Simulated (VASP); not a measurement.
## Input and output of a VASP PBE single-point calculation on Se (strained database structure)

INCAR

```
NELM = 120
IBRION = -1
LASPH = .TRUE.
ISIF = 2
NBANDS = 16
LREAL = .FALSE.
NSW = 0
EDIFF = 1E-7
GGA = PE
PREC = Accurate
ISMEAR = -1
LCHARG = .TRUE.
ENCUT = 520
LELF = .TRUE.
SIGMA = 0.02
LWAVE = .FALSE.
```

KPOINTS

```
KPOINTS created by Atomic Simulation Environment
0
Gamma
12 12 6
0 0 0
```

KPOINTS_OPT

```
special points
8
Reciprocal
0.0000000000 0.0000000000 0.0000000000 1
0.5000000000 0.0000000000 0.0000000000 1
0.3333333333 0.3333333333 0.0000000000 1
0.0000000000 0.0000000000 0.5000000000 1
0.5000000000 0.0000000000 0.5000000000 1
0.3333333333 0.3333333333 0.5000000000 1
0.3500000000 0.3000000000 0.5000000000 1
0.2135420000 0.3932290000 -0.5000000000 1
```

POSCAR

```
Se
 1.0000000000000000
     4.1432728879888474    0.0000000000000000    0.0000000000000000
    -2.0716364439944237    3.5881795758096589    0.0000000000000000
     0.0000000000000000    0.0000000000000000    5.0408504852000000
 Se
   3
Cartesian
  0.9863794488300209  0.0000000000000000  1.6802834950666663
 -0.4931897244150105  0.8542296604576910  3.3605669901333326
  1.5784467195794132  2.7339499153519680  0.0000000000000000
```

VASP ran with the recommended PBE PAW datasets (18 valence electrons in the cell).

Command

```
mpirun -np 1 vasp_std
```

OSZICAR

```
N       E                     dE             d eps       ncg     rms          rms(c)
DAV:   1     0.804391865315E+02    0.80439E+02   -0.73266E+03  3200   0.945E+02
DAV:   2    -0.563808487248E+01   -0.86077E+02   -0.81523E+02  4216   0.156E+02
DAV:   3    -0.104593817517E+02   -0.48213E+01   -0.48038E+01  4016   0.418E+01
DAV:   4    -0.104898428176E+02   -0.30461E-01   -0.30456E-01  4208   0.394E+00
DAV:   5    -0.104900425001E+02   -0.19968E-03   -0.19968E-03  4104   0.313E-01    0.720E+00
DAV:   6    -0.104415167967E+02    0.48526E-01   -0.31543E-02  3984   0.114E+00    0.445E+00
DAV:   7    -0.104264128551E+02    0.15104E-01   -0.64518E-02  3888   0.160E+00    0.191E-01
DAV:   8    -0.104256284630E+02    0.78439E-03   -0.89831E-03  3592   0.585E-01    0.105E-01
DAV:   9    -0.104257130318E+02   -0.84569E-04   -0.27448E-04  4600   0.108E-01    0.365E-02
DAV:  10    -0.104257471235E+02   -0.34092E-04   -0.41585E-05  3776   0.443E-02    0.665E-03
DAV:  11    -0.104257495333E+02   -0.24097E-05   -0.75346E-06  4472   0.169E-02    0.371E-03
DAV:  12    -0.104257493679E+02    0.16530E-06   -0.17360E-06  4088   0.839E-03    0.184E-03
DAV:  13    -0.104257493102E+02    0.57700E-07   -0.22783E-07  4184   0.277E-03
   1 F= -.10425749E+02 E0= -.10425749E+02  d E =-.329721E-09
       N       E                     dE             ncg
DAV:   1     0.344979935194E+04   -0.37497E+04      256
DAV:   2     0.277162742399E+04   -0.67817E+03      328
DAV:   3     0.273346572068E+04   -0.38162E+02      344
DAV:   4     0.273321647624E+04   -0.24924E+00      296
DAV:   5     0.273321483916E+04   -0.16371E-02      352
DAV:   6     0.273321482027E+04   -0.18891E-04      320
DAV:   7     0.273321481998E+04   -0.29291E-06      352
DAV:   8     0.273321481997E+04   -0.44738E-08      248
```

From OUTCAR

```
k-points           NKPTS =    100   k-points in BZ     NKDIM =    100   number of bands    NBANDS=     16

   NELECT =      18.0000    total number of electrons

   dimension x,y,z NGX =    32 NGY =   32 NGZ =   40
   dimension x,y,z NGXF=    64 NGYF=   64 NGZF=   80

  energy-cutoff  :      520.00
  volume of cell :       74.94
      direct lattice vectors                 reciprocal lattice vectors
     4.143272888  0.000000000  0.000000000     0.241355090  0.139346426  0.000000000
    -2.071636444  3.588179576  0.000000000     0.000000000  0.278692852  0.000000000
     0.000000000  0.000000000  5.040850485     0.000000000  0.000000000  0.198379223

 k-points in reciprocal lattice and weights: KPOINTS created by Atomic Simulation Env
   0.00000000  0.00000000  0.00000000       0.001
   0.08333333  0.00000000  0.00000000       0.007
   0.16666667  0.00000000  0.00000000       0.007
   0.25000000 -0.00000000  0.00000000       0.007
   0.33333333  0.00000000  0.00000000       0.007
   0.41666667  0.00000000  0.00000000       0.007
   0.50000000 -0.00000000  0.00000000       0.003
   0.08333333  0.08333333  0.00000000       0.007
   ...

 E-fermi :   3.8851

 k-point     1 :       0.0000    0.0000    0.0000
  band No.  band energies     occupation
      1     -12.5584      2.00000
      2      -8.3849      2.00000
      3      -8.3849      2.00000
      4      -0.2806      2.00000
      5      -0.1392      2.00000
      6      -0.1392      2.00000
      7       1.5098      2.00000
      8       1.5098      2.00000
      9       3.0279      2.00000
     10       5.1445      0.00000
     11       5.1445      0.00000
     12       5.6165      0.00000
     13       9.8833      0.00000
     14       9.8833      0.00000
     15      10.1706      0.00000
     16      11.9104      0.00000

 k-point     2 :       0.0833    0.0000    0.0000
  band No.  band energies     occupation
      1     -12.5188      2.00000
      2      -8.4087      2.00000
      3      -8.3766      2.00000
      4      -0.6630      2.00000
      5      -0.3129      2.00000
      6      -0.0439      2.00000
      7       1.5631      2.00000
      8       1.7673      2.00000
      9       2.9910      2.00000
     10       5.0545      0.00000
     11       5.1355      0.00000
     12       5.6536      0.00000
     13       9.7589      0.00000
     14       9.8542      0.00000
     15      10.5371      0.00000
     16      11.7785      0.00000

 k-point     3 :       0.1667    0.0000    0.0000
  band No.  band energies     occupation
      1     -12.4049      2.00000
      2      -8.4847      2.00000
      3      -8.3536      2.00000
      4      -1.2035      2.00000
      5      -0.6338      2.00000
      6      -0.1118      2.00000
      7       1.6597      2.00000
      8       2.0744      2.00000
      9       2.8057      2.00000
     10       5.0372      0.00000
     11       5.1632      0.00000
     12       5.7963      0.00000
     13       9.5769      0.00000
     14       9.7340      0.00000
     15      11.1569      0.00000
     16      11.8509      0.00000

 k-point     4 :       0.2500   -0.0000    0.0000
  band No.  band energies     occupation
      1     -12.2336      2.00000
      2      -8.6183      2.00000
      3      -8.3210      2.00000
      4      -1.6334      2.00000
      5      -0.9485      2.00000
      6      -0.2534      2.00000
      7       1.5796      2.00000
      8       1.9933      2.00000
      9       2.6223      2.00000
     10       5.1446      0.00000
     11       5.3089      0.00000
     12       6.2033      0.00000
     13       9.0877      0.00000
     14       9.9739      0.00000
     15      11.6886      0.00000
     16      12.3950      0.00000

 k-point     5 :       0.3333    0.0000    0.0000
  band No.  band energies     occupation
      1     -12.0382      2.00000
      2      -8.7931      2.00000
      3      -8.2871      2.00000
      4      -1.8794      2.00000
      5      -1.2047      2.00000
      6      -0.3498      2.00000
      7       1.0593      2.00000
      8       1.9122      2.00000
      9       2.5409      2.00000
     10       5.1883      0.00000
     11       5.4357      0.00000
     12       6.9108      0.00000
     13       8.6344      0.00000
     14      10.5256      0.00000
     15      12.3295      0.00000
     16      13.1855      0.00000

 k-point     6 :       0.4167    0.0000    0.0000
  band No.  band energies     occupation
      1     -11.8735      2.00000
      2      -8.9537      2.00000
      3      -8.2615      2.00000
      4      -1.9679      2.00000
      5      -1.3757      2.00000
      6      -0.3218      2.00000
      7       0.4792      2.00000
      8       1.8697      2.00000
      9       2.4865      2.00000
     10       5.1909      0.00000
     11       5.4976      0.00000
     12       7.5693      0.00000
     13       8.3352      0.00000
     14      11.2804      0.00000
     15      13.1792      0.00000
     16      13.9631      0.00000

 k-point     7 :       0.5000   -0.0000    0.0000
  band No.  band energies     occupation
      1     -11.8071      2.00000
      2      -9.0209      2.00000
      3      -8.2520      2.00000
      4      -1.9807      2.00000
      5      -1.4378      2.00000
      6      -0.2135      2.00000
      7       0.1614      2.00000
      8       1.8503      2.00000
      9       2.4670      2.00000
     10       5.1866      0.00000
     11       5.5164      0.00000
     12       7.8386      0.00000
     13       8.2318      0.00000
     14      11.7489      0.00000
     15      13.8547      0.00000
     16      13.9921      0.00000

 k-point     8 :       0.0833    0.0833    0.0000
  band No.  band energies     occupation
      1     -12.4419      2.00000
      2      -8.4549      2.00000
      3      -8.3649      2.00000
      4      -1.0350      2.00000
      5      -0.6330      2.00000
      6       0.0014      2.00000
      7       1.5837      2.00000
      8       2.0520      2.00000
      9       2.8691      2.00000
     10       4.9920      0.00000
     11       5.1825      0.00000
     12       5.7412      0.00000
     13       9.5868      0.00000
     14       9.8232      0.00000
     15      11.0167      0.00000
     16      11.6488      0.00000

 k-point     9 :       0.1667    0.0833    0.0000
  band No.  band energies     occupation
      1     -12.2989      2.00000
      2      -8.5516      2.00000
      3      -8.3470      2.00000
      4      -1.4553      2.00000
      5      -0.9829      2.00000
      6      -0.0534      2.00000
      7       1.5711      2.00000
      8       2.0936      2.00000
      9       2.6001      2.00000
     10       5.1709      0.00000
     11       5.3149      0.00000
     12       5.9716      0.00000
     13       9.3372      0.00000
     14       9.7562      0.00000
     15      11.6091      0.00000
     16      11.8697      0.00000

 k-point    10 :       0.2500    0.0833    0.0000
  band No.  band energies     occupation
      1     -12.1139      2.00000
      2      -8.6990      2.00000
      3      -8.3256      2.00000
      4      -1.7648      2.00000
      5      -1.2338      2.00000
      6      -0.1831      2.00000
      7       1.3267      2.00000
      8       1.8555      2.00000
      9       2.4161      2.00000
     10       5.3229      0.00000
     11       5.5481      0.00000
     12       6.5026      0.00000
     13       8.9557      0.00000
     14      10.0200      0.00000
     15      12.2470      0.00000
     16      12.4698      0.00000

 k-point    11 :       0.3333    0.0833    0.0000
  band No.  band energies     occupation
      1     -11.9300      2.00000
      2      -8.8651      2.00000
      3      -8.3062      2.00000
      4      -1.9149      2.00000
      5      -1.3926      2.00000
      6      -0.2590      2.00000
      7       0.7697      2.00000
      8       1.7579      2.00000
      9       2.3127      2.00000
     10       5.3517      0.00000
     11       5.7034      0.00000
     12       7.2091      0.00000
     13       8.6241      0.00000
     14      10.6346      0.00000
     15      12.9898      0.00000
     16      13.2869      0.00000

 k-point    12 :       0.4167    0.0833    0.0000
  band No.  band energies     occupation
      1     -11.8101      2.00000
      2      -8.9812      2.00000
      3      -8.2946      2.00000
      4      -1.9530      2.00000
      5      -1.4735      2.00000
      6      -0.1912      2.00000
      7       0.2831      2.00000
      8       1.7151      2.00000
      9       2.2612      2.00000
     10       5.3467      0.00000
     11       5.7701      0.00000
     12       7.7034      0.00000
     13       8.4429      0.00000
     14      11.3520      0.00000
     15      13.3800      0.00000
     16      13.9957      0.00000

 ...

  Total        1.6568967      1.6568967      2.2741093     -0.0000000     -0.0000000     -0.0000000
  in kB       35.4229304     35.4229304     48.6183693     -0.0000000     -0.0000000     -0.0000000
  external PRESSURE =      39.8214100 kB  Pullay stress =       0.0000000 kB

 POSITION                                       TOTAL-FORCE (eV/Angst)
 -----------------------------------------------------------------------------------
      0.98638      0.00000      1.68028         0.357982      0.000000     -0.000000
     -0.49319      0.85423      3.36057        -0.178991      0.310022      0.000000
      1.57845      2.73395      0.00000        -0.178991     -0.310022      0.000000
 -----------------------------------------------------------------------------------
    total drift:                                0.000000      0.000000     -0.000000

  FREE ENERGIE OF THE ION-ELECTRON SYSTEM (eV)
  ---------------------------------------------------
  free  energy   TOTEN  =       -10.4257493102 eV

  energy  without entropy=      -10.4257493099  energy(sigma->0) =      -10.42574931
```

```json
{"gap between bands v and c": "0.66 eV", "least direct gap": "0.77 eV", "pressure": "4.0 GPa", "largest force": "0.36 eV/Å"}
```

Band v is the last that the valence electrons fill when counted band by band, and c is the next.

The run took about 1.7 min on one core of a shared host (Intel Xeon Platinum 8488C) and held 0.29 GiB at most.
